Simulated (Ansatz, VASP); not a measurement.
CdF2: VASP beside Ansatz

INCAR

```
SYSTEM = CdF2
PREC = Accurate
ENCUT = 520
EDIFF = 1E-6
ISMEAR = 0
SIGMA = 0.05
LREAL = .False.
LASPH = .True.
NELM = 100
ALGO = Normal
ISIF = 2
LWAVE = .False.
LCHARG = .False.
GGA = PS
NBANDS = 20
```

KPOINTS

```
Automatic mesh
0
Gamma
  8 8 8
  0 0 0
```

POSCAR

```
CdF2
1.0
    0.0000000000      2.6940000000      2.6940000000
    2.6940000000      0.0000000000      2.6940000000
    2.6940000000      2.6940000000      0.0000000000
Cd F
1 2
Direct
    0.0000000000      0.0000000000      0.0000000000
    0.2500000000      0.2500000000      0.2500000000
    0.7500000000      0.7500000000      0.7500000000
```

Input for Ansatz:

```yaml
crystal:
  lattice:
    - [0.0, 2.694, 2.694]
    - [2.694, 0.0, 2.694]
    - [2.694, 2.694, 0.0]
  atoms:
    - { symbol: Cd, position: [0.0, 0.0, 0.0] }
    - { symbol: F, position: [0.25, 0.25, 0.25] }
    - { symbol: F, position: [0.75, 0.75, 0.75] }
basis:
  ecutwfc: 420
kpoints:
  mp_grid: { grid: [8, 8, 8] }
hamiltonian:
  xc: pbesol
scf:
  occupations: { method: gaussian, width: 0.05 }
output:
  forces: true
  stress: true
  eigenvalues: true
```

Alike in both runs: task single point; functional PBEsol; k mesh 8 × 8 × 8; occupations gaussian, width 0.05 eV; no spin polarisation.

|  | VASP | Ansatz |
| --- | --- | --- |
| version | VASP 6.6.1 | Ansatz 0.2.0 |
| potentials or method | VASP PAW PBE potentials, release 64 (Cd, F) | scalar-relativistic, plane waves, PAW |
| plane-wave cutoff (eV) | 520 | 420 |
| valence electrons in the cell | 26 | 34 |

|  | VASP | Ansatz | Ansatz less VASP |
| --- | --- | --- | --- |
| gap on the k mesh at the Fermi level (eV) | 2.90 | 2.94 | +0.032 |
| least direct gap on the mesh (eV) | 3.39 | 3.42 | +0.031 |
| pressure (GPa) | 0.5 | -0.2 | -0.78 |

With one functional, cell and mesh, what is left measures potentials, basis and numerics. The two sets of potentials don't hold the same shells in valence.

Caveats: the PAW data sets were made with another functional, which shifts forces and pressure a little (VASP). A k mesh can miss the band edges.
